Pull the atoms of a metal apart and its bands should narrow. The same number of states then fits into a smaller range of energy, so more of them lie close to the Fermi level. A quantity that counts those states should therefore grow steadily as the cell expands. The smearing entropy term of body-centred cubic molybdenum is such a quantity, and over most of the table its size does grow, but not from the start.

Body-centred cubic molybdenum at a series of fixed volumes, calculated with Ansatz 0.2.0 using PBE, scalar-relativistic PAW and no spin polarization. The plane-wave cutoff is 420 eV, the k mesh 18×18×18 and the Gaussian smearing width 0.1 eV. The smearing entropy term is given as −TS, its contribution to the free energy.

| volume (Å³/atom) | shortest distance (Å) | smearing entropy term (meV/atom) |
| --- | --- | --- |
| 13.728 | 2.613 | -2.180 |
| 13.890 | 2.623 | -2.020 |
| 14.363 | 2.652 | -1.840 |
| 14.837 | 2.681 | -2.020 |
| 15.310 | 2.709 | -2.320 |
| 15.581 | 2.725 | -2.520 |
| 15.644 | 2.729 | -2.570 |
| 15.784 | 2.737 | -2.680 |
| 16.257 | 2.764 | -3.020 |
| 17.018 | 2.807 | -3.320 |
| 17.362 | 2.825 | -3.380 |
| 18.579 | 2.890 | -3.620 |

The term arises because the calculation replaces the sharp edge between filled and empty states by a soft one. Most of it comes from states within about one smearing width of the Fermi level; those several widths away are practically full or empty and add almost nothing. The term is thus a by-product of the numerical method and not the entropy of a warm metal. Its size, taken here without the minus sign, still carries physical information, because it measures how densely the states are packed at the Fermi level.

For Gaussian smearing of width $\sigma$, a state at energy $\varepsilon$ contributes $\frac{\sigma}{2\sqrt{\pi}}\,e^{-(\varepsilon-E_F)^2/\sigma^2}$, where $E_F$ is the Fermi level. If the density of states $g$ is smooth across this window, the contributions add up to

$$S = \tfrac{1}{2}\,g\,\sigma^2 .$$

At 15.784 Å³, where the calculated pressure vanishes, $S$ is 2.68 meV and $\sigma$ is 0.1 eV. This gives $g = 2 \times 0.00268/0.1^2 \approx 0.54$ states per eV and atom.

**From 13.728 to 14.363 Å³** the term runs the wrong way. It shrinks by 0.34 meV although the atoms move apart. The bands do narrow here: the overlap in energy between the band that the electron count would just fill and the next one above it falls by 0.39 eV. Narrowing alone would have made the term grow, so something else must be acting on the calculated term as well.

A smooth yardstick shows which rows are really out of line. Theory gives the width of a d band as roughly $d^{-5}$, with $d$ the shortest distance, because the coupling between d orbitals on neighbouring atoms dies away quickly. If every band energy scaled with this width, the density of states would keep its shape and simply grow as $d^5$, or as $V^{5/3}$ in terms of the volume $V$. The band overlap in these cells supports a law of this kind, since from end to end it falls roughly as $d^{-4.3}$.

Measured against this law, with one amplitude fitted to all twelve rows, the most compressed cell is not the odd one. It lies within 0.1 meV of the curve. The largest departure is the minimum at 14.363 Å³, where the calculated 1.84 meV falls 0.43 meV short of the law. What looks like an upturn under compression is, on this yardstick, the near side of a valley.

**From 14.363 to 17.018 Å³** the term climbs out of the valley much faster than narrowing can explain. The volume grows by a factor $17.018/14.363 = 1.185$, and the law turns this into $1.185^{5/3} \approx 1.33$. Starting from 1.84 meV, the term should reach about 2.4 meV, but the calculation gives 3.32 meV. This comparison doesn't depend on the fitted amplitude, so the discrepancy lies either in the assumption that the density of states keeps its shape or in the way the calculation samples it.

**From 17.018 to 18.579 Å³** the climb slows. The term grows by 9 %, where the law asks for 16 %, and the calculated values come back towards the curve from above. Over the whole table the term grows by a factor of 1.66, which is also what the law predicts. The agreement of the two ends is no proof of the law, because the rows between them first fall below it and then rise above it.

There are two plausible causes for this wave about the smooth curve. The first is physical. In a body-centred cubic metal with a roughly half-filled d band, the Fermi level lies in a valley of the density of states, between bonding d states below and antibonding ones above. Bands of s and d character respond differently to a change of volume, so the Fermi level can shift relative to this valley or to a smaller feature inside it. The term then rises or falls with the local landscape, on top of the general crowding caused by narrower bands.

The second cause is the finite set of k points at which the bands are sampled. Symmetry ties a general k point to 47 others with the same energies. When one such group lies exactly at the Fermi level, it adds 0.46 meV to the term, slightly more than the largest departure from the law. At 14.363 Å³ the whole term amounts to only about four full contributions of this size. Groups a little off the Fermi level add less, so more than four take part, but they are still few, and one of them entering or leaving the window can bend the curve.

Such a passage through the window is easy to imagine. The change of 0.39 eV in the band overlap at the compressed end is about four smearing widths, so the edges of the bands shift against one another by more than the window is wide. States near the Fermi level may move less, so this makes a passage plausible but doesn't show that one occurs. The smooth run of values between neighbouring volumes is no reassurance either, since those cells use corresponding k points and share much of the same sampling error. The full swing from below the law to above it is 0.74 meV, however, so a single group can't account for all of it.

The table supports the general rise more firmly than it supports the valley. From the minimum to the largest cell the term gains 1.78 meV, nearly four times the most that one group can add. Whether the valley belongs to molybdenum or to the mesh remains untested. A denser mesh at the same smearing width would separate the two: a feature of the bands would stay, and a sampling error would shrink or move.

For the lattice constant the smearing term itself matters little. Half of it separates the free energy from the energy extrapolated to zero smearing, and its slope near equilibrium acts like a pressure of about 0.06 GPa. Against a bulk modulus of about 250 GPa, obtained from the calculated pressures of two cells on either side of equilibrium, this shifts the equilibrium volume by some 0.02 %. The term is thus a sensitive probe of the Fermi level and a minor correction to the size of the cell; the analysis printed below gives the departures row by row.

The analysis program printed:

```
fit of ts on 12 rows: coefficient of band 2.659 +/- 0.069; rms 0.23, worst 14.363 0.432, leave-one-out rms 0.25
fit of ts on 12 rows: coefficient of inv 14.02 +/- 0.43; rms 0.269, worst 14.363 0.489, leave-one-out rms 0.294
Smearing term against band narrowing:
     row  g_states_per_eV  overlap_eV  d5_law_meV  d5_law_less_value_meV  overlap_law_less_value_meV
  13.728            0.436        6.41       2.107               -0.07266                     0.00668
   13.89            0.404       6.307       2.149                  0.129                      0.2026
  14.363            0.368       6.018       2.272                 0.4323                       0.489
  14.837            0.404        5.75       2.399                 0.3786                      0.4177
   15.31            0.464         5.5       2.527                 0.2074                      0.2285
  15.581            0.504       5.365       2.602                0.08245                     0.09285
  15.644            0.514       5.334        2.62                0.05001                     0.05799
  15.784            0.536       5.266       2.659                -0.0208                     -0.0184
  16.257            0.604       5.048       2.793                -0.2267                     -0.2431
  17.018            0.664       4.725       3.015                -0.3053                     -0.3532
  17.362            0.676       4.589       3.117                -0.2631                     -0.3256
  18.579            0.724       4.156       3.489                -0.1305                      -0.247
Largest contribution of one general k-point star, meV: 0.4644
Whole term at 14.363 in units of such a star: 3.962
Upturn from 14.363 down to 13.728, meV: 0.34
Rise from 14.363 to 18.579, meV: 1.78
Ratio 18.579 to 13.728, calculated: 1.661
Ratio 18.579 to 13.728, d5 law: 1.656
Ratio 17.018 to 14.363, calculated: 1.804
Ratio 17.018 to 14.363, d5 law: 1.327
Swing of the misses of the d5 law from highest to lowest, meV: 0.7376
Change of overlap from 14.363 to 13.728, eV: 0.3918
Power of inverse distance that the overlap follows end to end: 4.302
Pressure due to smearing near equilibrium, GPa: 0.05925
Bulk modulus from the pressures at 15.581 and 16.257, GPa: 250.9
Shift of equilibrium volume due to smearing, percent: 0.02362
```
